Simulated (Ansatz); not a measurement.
# Dielectric response of KBr (001) films, part 4 of 5

Aim: the electronic and static ε of rocksalt KBr (001) from films of three thicknesses in a field.

Ansatz 0.2.0; plane-wave DFT, PBEsol, Ansatz PAW.

So far. Step 17 (Response with the atoms relaxed, 10 atoms, units 5): The induced dipole is that of a conductor 14.11 Å thick. Step 18 (Relaxing the film, 16 atoms, units 8): The gap is 4.34 eV, with the valence edge 6.02 eV and the conduction edge 1.69 eV under the upper vacuum level.

**20. The relaxed film, single point, 16 atoms, units 8**

The next thickness, treated alike, so that differences show the interior and the faces cancel.

The input, input.yaml:

```yaml
crystal:
  lattice:
    - [4.66690476, 0.0, 0.0]
    - [0.0, 4.66690476, 0.0]
    - [0.0, 0.0, 41.1]
  atoms:
    - { symbol: K, position: [0.5, 0.5, 0.2228673909] }
    - { symbol: Br, position: [0.0, 0.0, 0.2213300917] }
    - { symbol: K, position: [0.0, 0.0, 0.3008767198] }
    - { symbol: Br, position: [0.5, 0.5, 0.3013844758] }
    - { symbol: K, position: [0.5, 0.5, 0.3807859828] }
    - { symbol: Br, position: [0.0, 0.0, 0.3806270016] }
    - { symbol: K, position: [0.0, 0.0, 0.4601973144] }
    - { symbol: Br, position: [0.5, 0.5, 0.4602666417] }
    - { symbol: K, position: [0.5, 0.5, 0.5398026941] }
    - { symbol: Br, position: [0.0, 0.0, 0.5397333499] }
    - { symbol: K, position: [0.0, 0.0, 0.6192140224] }
    - { symbol: Br, position: [0.5, 0.5, 0.6193729928] }
    - { symbol: K, position: [0.5, 0.5, 0.6991232803] }
    - { symbol: Br, position: [0.0, 0.0, 0.6986155236] }
    - { symbol: K, position: [0.0, 0.0, 0.7771326081] }
    - { symbol: Br, position: [0.5, 0.5, 0.7786699104] }
kpoints:
  mp_grid: { grid: [6, 6, 1] }
hamiltonian:
  xc: pbesol
scf:
  occupations: { method: fixed }
  convergence: { dr2_threshold: 1.0e-09 }
efield:
  axis: 3
  dipole_correction: true
  ramp_position: 0.97
  ramp_width: 0.06
output:
  eigenvalues: true
  dos: { projected: true, e_range: [-7, 7] }
  write_potential: true
  write_density: true
  volumetric_format: npy
checkpoint:
  write: end8.run
  compress: false
  write_wavefunctions: false
```

Started as:

```console
ansatz run input.yaml --threads 4 --pin off --max-ram 12288MiB --backend cpu --events-out ev --progress --plain --runs-dir out
```

Numbers of over 12 decimals in the logs are rounded to 6 here.

Output:

```text
[...]
Crystal: 16 atoms, lattice volume = 895.158 Å³
Basis set: ecut = 420 eV, 17401 PW (Γ)
Bands: 80, of which v1, the nominal top of the filled ones, is band 64 counted from 1 (63 counted from 0)
Symmetry: 8 space group operations
k-points: 10 of 36
[...]
k-point 1: bands = [... 60 lower, -1.6094, -1.5750, -1.5739, -1.5708, 3.2685, 3.3739, 3.6161, 3.9560, ... 12 higher]
  k-point 2: bands = [... 60 lower, -1.6844, -1.6843, -1.6841, -1.6824, 4.1858, 4.1979, 4.3616, 4.5373, ... 12 higher]
  k-point 9: bands = [... 60 lower, -1.8200, -1.8200, -1.6507, -1.6507, 4.3035, 4.3035, 4.5379, 4.5379, ... 12 higher]
[key lines of the parts left out:]
SCF converged after 8 iterations
Free energy (F): -34047.546051 eV
Fermi energy:    -1.509496 eV
Dipole field:    D = 0.000001 V/Å  (p = 0.000004 e·Å, saw-weighted, corrected)
Work function:   Φ+ = 6.0207 eV   Φ− = 6.0208 eV
```

It took 31 s on 4 threads of Arm Neoverse V1, shared host; peak memory 1.9 GiB.

Running mean over 3.3 Å of the planar mean; the ramp of the sawtooth is left out. Electron's electrostatic potential energy less the highest filled level against z:

```
z (Å)  electron's electrostatic potential energy less the highest filled level (eV)
    4                                                                          6.02
    5                                                                          6.02
    6                                                                          5.97
    7                                                                          5.06
    8                                                                          1.59
    9                                                                         0.836
   10                                                                         0.773
   11                                                                         0.679
   12                                                                         0.829
   13                                                                         0.839
   14                                                                         0.737
   15                                                                         0.849
   16                                                                         0.854
   17                                                                         0.751
   18                                                                         0.812
   19                                                                         0.853
   20                                                                         0.788
   21                                                                         0.772
   22                                                                         0.853
   23                                                                         0.824
   24                                                                         0.742
   25                                                                         0.851
   26                                                                         0.853
   27                                                                         0.739
   28                                                                         0.834
   29                                                                         0.834
   30                                                                         0.694
   31                                                                         0.754
   32                                                                         0.829
   33                                                                          1.39
   34                                                                          4.76
   35                                                                          5.95
   36                                                                          6.02
   37                                                                          6.02
```

The gap is 4.34 eV, with the valence edge 6.02 eV and the conduction edge 1.69 eV under the upper vacuum level.

**21. Atoms held, 16 atoms, units 8, field 0.1 V/Å**

Changes to input.yaml since step 20:

```diff
@@ -28,3 +28,3 @@
   occupations: { method: fixed }
-  convergence: { dr2_threshold: 1.0e-09 }
+  convergence: { dr2_threshold: 1.0e-10 }
 efield:
@@ -34,5 +34,4 @@
   ramp_width: 0.06
+  amplitude: 0.1
 output:
-  eigenvalues: true
-  dos: { projected: true, e_range: [-7, 7] }
   write_potential: true
@@ -40,5 +39 @@
   volumetric_format: npy
-checkpoint:
-  write: end8.run
-  compress: false
-  write_wavefunctions: false
```

Output:

```text
[...]
Crystal: 16 atoms, lattice volume = 895.158 Å³
Basis set: ecut = 420 eV, 17401 PW (Γ)
Bands: 80, of which v1, the nominal top of the filled ones, is band 64 counted from 1 (63 counted from 0)
Symmetry: 8 space group operations
k-points: 10 of 36
[...]
k-point 0: bands = [... 60 lower, -1.3603, -1.2699, -1.0977, -1.0977, 2.5404, 2.9985, 3.3229, 3.6378, ... 12 higher]
  k-point 1: bands = [... 60 lower, -1.4148, -1.3144, -1.2434, -1.1501, 2.9165, 3.3908, 3.6897, 3.9473, ... 12 higher]
  k-point 2: bands = [... 60 lower, -1.5215, -1.5162, -1.2741, -1.2508, 3.6747, 4.2108, 4.4488, 4.6190, ... 12 higher]
  k-point 9: bands = [... 60 lower, -1.6566, -1.4848, -1.4848, -1.2208, 4.1534, 4.1534, 4.5516, 4.5516, ... 12 higher]
[key lines of the parts left out:]
SCF converged after 11 iterations
Free energy (F): -34047.555864 eV
Fermi energy:    -1.097685 eV
Dipole field:    D = 0.039675 V/Å  (p = 0.196268 e·Å, saw-weighted, corrected)
```

It took 34 s on 4 threads; peak memory 1.9 GiB; 2.2 min of CPU time.

The dipole is 0.196 e·Å, and the gap on the mesh 3.638 eV.

**22. Single point, 16 atoms, units 8, field -0.1 V/Å**

Changes to input.yaml since step 21:

```diff
@@ -34,3 +34,3 @@
   ramp_width: 0.06
-  amplitude: 0.1
+  amplitude: -0.1
 output:
```

Output:

```text
[...]
Crystal: 16 atoms, lattice volume = 895.158 Å³
Basis set: ecut = 420 eV, 17401 PW (Γ)
Bands: 80, of which v1, the nominal top of the filled ones, is band 64 counted from 1 (63 counted from 0)
Symmetry: 8 space group operations
k-points: 10 of 36
[...]
k-point 0: bands = [... 60 lower, -1.3603, -1.2699, -1.0977, -1.0977, 2.5404, 2.9985, 3.3229, 3.6378, ... 12 higher]
  k-point 1: bands = [... 60 lower, -1.4148, -1.3144, -1.2434, -1.1500, 2.9165, 3.3908, 3.6897, 3.9473, ... 12 higher]
  k-point 2: bands = [... 60 lower, -1.5215, -1.5162, -1.2741, -1.2508, 3.6747, 4.2108, 4.4488, 4.6190, ... 12 higher]
  k-point 9: bands = [... 60 lower, -1.6566, -1.4848, -1.4848, -1.2208, 4.1534, 4.1534, 4.5516, 4.5516, ... 12 higher]
[key lines of the parts left out:]
SCF converged after 11 iterations
Free energy (F): -34047.555864 eV
Fermi energy:    -1.097681 eV
Dipole field:    D = -0.039675 V/Å  (p = -0.196268 e·Å, saw-weighted, corrected)
```

Elapsed: 34 s, on 4 threads; peak memory 1.9 GiB; 2.2 min of CPU time.

The dipole is -0.196 e·Å, and the gap on the mesh 3.638 eV.

**23. Response with the atoms held, 16 atoms, units 8**

This step: plane-wave DFT, PBEsol, Ansatz PAW; response to a field along the normal, atoms held (Ansatz 0.2.0).

Local field over the applied field, running mean. From the potentials at -0.1 and 0.1 V/Å; running mean over 3.3 Å, taken twice. Local field over applied field against z:

```csv
z (Å),local field over applied field
5,0.976
6,0.901
7,0.756
8,0.584
9,0.449
10,0.387
11,0.377
12,0.381
13,0.383
14,0.384
15,0.384
16,0.384
17,0.384
18,0.384
19,0.384
20,0.384
21,0.384
22,0.384
23,0.384
24,0.384
25,0.384
26,0.384
27,0.384
28,0.384
29,0.381
30,0.378
31,0.384
32,0.440
33,0.568
34,0.739
35,0.889
36,0.971
```

The induced dipole is that of a conductor 16.31 Å thick.

**24. Relaxing in the field, 16 atoms, units 8, field 0.05 V/Å**

This step: plane-wave DFT, PBEsol, Ansatz PAW (Ansatz 0.2.0).

The same pair of relaxations in the field for this thickness.

Changes to input.yaml since step 22:

```diff
@@ -34,3 +34,6 @@
   ramp_width: 0.06
-  amplitude: -0.1
+  amplitude: 0.05
+relax:
+  f_tol: 0.0006
+  max_steps: 70
 output:
```

Output:

```text
[...]
Crystal: 16 atoms, lattice volume = 895.158 Å³
Basis set: ecut = 420 eV, 17401 PW (Γ), exchange–correlation on 64×64×576 points (8 copies of the dense FFT grid, shifted against one another)
Bands: 80, of which v1, the nominal top of the filled ones, is band 64 counted from 1 (63 counted from 0)
Symmetry: 8 space group operations
k-points: 10 of 36
[...]
- { symbol: K, position: [0, 0.0, 0.460303] }
    - { symbol: Br, position: [0.5, 0.5, 0.460167] }
    - { symbol: K, position: [0.5, 0.5, 0.539909] }
    - { symbol: Br, position: [0, 0.0, 0.539632] }
    - { symbol: K, position: [0, 0.0, 0.619337] }
    - { symbol: Br, position: [0.5, 0.5, 0.619260] }
    - { symbol: K, position: [0.5, 0.5, 0.699192] }
    - { symbol: Br, position: [0, 0.0, 0.698591] }
    - { symbol: K, position: [0, 0.0, 0.777351] }
    - { symbol: Br, position: [0.5, 0.5, 0.778456] }
[key lines of the parts left out:]
SCF converged after 7 iterations
Free energy (F): -34047.549234 eV
Fermi energy:    -1.416540 eV
Dipole field:    D = 0.026778 V/Å  (p = 0.132468 e·Å, saw-weighted, corrected)
```

The job ended after 67 s (4 threads; peak memory 1.7 GiB).

The relaxation took 3 steps and lowered the energy by 8.6e-4 eV; the largest force on the free atoms ends at 4.4e-4 eV/Å.

The dipole is 0.132 e·Å, and the gap on the mesh 4.211 eV.

**25. Relaxing in the field, 16 atoms, units 8, field -0.05 V/Å**

The opposite sign, again from the field-free geometry; the difference of the two cancels what relaxes without a field.

Changes to input.yaml since step 24:

```diff
@@ -34,3 +34,3 @@
   ramp_width: 0.06
-  amplitude: 0.05
+  amplitude: -0.05
 relax:
```

Output:

```text
[...]
Crystal: 16 atoms, lattice volume = 895.158 Å³
Basis set: ecut = 420 eV, 17401 PW (Γ), exchange–correlation on 64×64×576 points (8 copies of the dense FFT grid, shifted against one another)
Bands: 80, of which v1, the nominal top of the filled ones, is band 64 counted from 1 (63 counted from 0)
Symmetry: 8 space group operations
k-points: 10 of 36
[...]
- { symbol: K, position: [0, 0.0, 0.460091] }
    - { symbol: Br, position: [0.5, 0.5, 0.460368] }
    - { symbol: K, position: [0.5, 0.5, 0.539697] }
    - { symbol: Br, position: [0, 0.0, 0.539833] }
    - { symbol: K, position: [0, 0.0, 0.619098] }
    - { symbol: Br, position: [0.5, 0.5, 0.619492] }
    - { symbol: K, position: [0.5, 0.5, 0.699044] }
    - { symbol: Br, position: [0, 0.0, 0.698718] }
    - { symbol: K, position: [0, 0.0, 0.776980] }
    - { symbol: Br, position: [0.5, 0.5, 0.778864] }
[key lines of the parts left out:]
SCF converged after 7 iterations
Free energy (F): -34047.549234 eV
Fermi energy:    -1.416539 eV
Dipole field:    D = -0.026778 V/Å  (p = -0.132468 e·Å, saw-weighted, corrected)
```

Run time: 67 s. Hardware: 4 threads; peak memory 1.7 GiB; 4.4 min of CPU time.

The relaxation took 3 steps and lowered the energy by 8.6e-4 eV; the largest force on the free atoms ends at 4.4e-4 eV/Å.

The dipole is -0.132 e·Å, and the gap on the mesh 4.211 eV.

**26. Response with the atoms relaxed, 16 atoms, units 8**

This step: plane-wave DFT, PBEsol, Ansatz PAW; response to a field along the normal, atoms relaxed (Ansatz 0.2.0).

Local field over the applied field, running mean. From the potentials at -0.05 and 0.05 V/Å; running mean over 3.3 Å, taken twice. Table of local field over applied field by z:

```
z (Å)  local field over applied field
    5                           0.949
    6                           0.803
    7                           0.629
    8                           0.375
    9                           0.269
   10                           0.116
   11                           0.152
   12                           0.157
   13                           0.212
   14                           0.217
   15                           0.202
   16                           0.195
   17                           0.182
   18                           0.188
   19                           0.191
   20                           0.197
   21                           0.198
   22                           0.192
   23                           0.188
   24                           0.182
   25                           0.192
   26                           0.203
   27                           0.215
   28                           0.219
   29                           0.157
   30                           0.157
   31                           0.115
   32                           0.255
   33                           0.356
   34                           0.603
   35                           0.791
   36                           0.936
```

The induced dipole is that of a conductor 22.01 Å thick.

**27. Electronic ε from the series**

This step: plane-wave DFT, PBEsol, Ansatz PAW; permittivity from the thickness series, atoms held (Ansatz 0.2.0).

Each added layer adds t(1 − 1/ε) to the dipole term, so the slope against thickness gives ε without a choice of where the film ends.

This step gave:

* slope: 0.6156
* intercept of the fit: 2.204 Å
* ε of the interior: 2.602

The equivalent conductor thickness by distance between the outer atoms:

```csv
distance between the outer atoms (Å),equivalent conductor thickness (Å)
6.55,6.24
13.10,10.3
22.91,16.3
```

By hand, from the thinnest and the thickest film: slope = (16.306 − 6.239) / (22.907 − 6.554) = 0.616, so ε = 1/(1 − 0.616) = 2.60.

**28. Static ε from the series**

This step: plane-wave DFT, PBEsol, Ansatz PAW; permittivity from the thickness series, atoms relaxed (Ansatz 0.2.0).

The same fit for the relaxed films. The nearer its slope lies to 1, the more ε hangs on small errors.

Numbers from this step:

```
slope                : 0.8006
intercept of the fit : 3.659 Å
ε of the interior    : 5.015
```

Table of equivalent conductor thickness by distance between the outer atoms:

| distance between the outer atoms (Å) | equivalent conductor thickness (Å) |
| --- | --- |
| 6.55 | 8.93 |
| 13.10 | 14.1 |
| 22.91 | 22.0 |

By hand, from the thinnest and the thickest film: slope = (22.011 − 8.927) / (22.906 − 6.555) = 0.800, so ε = 1/(1 − 0.800) = 5.00. One nm of such a film has the capacitance of 3.9/5.00 = 0.78 nm of SiO₂ (its equivalent oxide thickness).

(Part 4 of 5 ends here.)

[Logs are printed without paths, hosts, clocks, repeated set-up lines and the standing remarks that a program may print on its own settings, such as how far it seeks lower states.]

[Hosts, paths, dates, database ids (printed as entryN), source tags and the programs' standing remarks are cut or masked in the printed files.]

[Maps of the electrostatic potential energy from Ansatz leave out the sawtooth potential of an applied field or a dipole correction, so their vacuum need not be flat; planar profiles and work functions include it.]
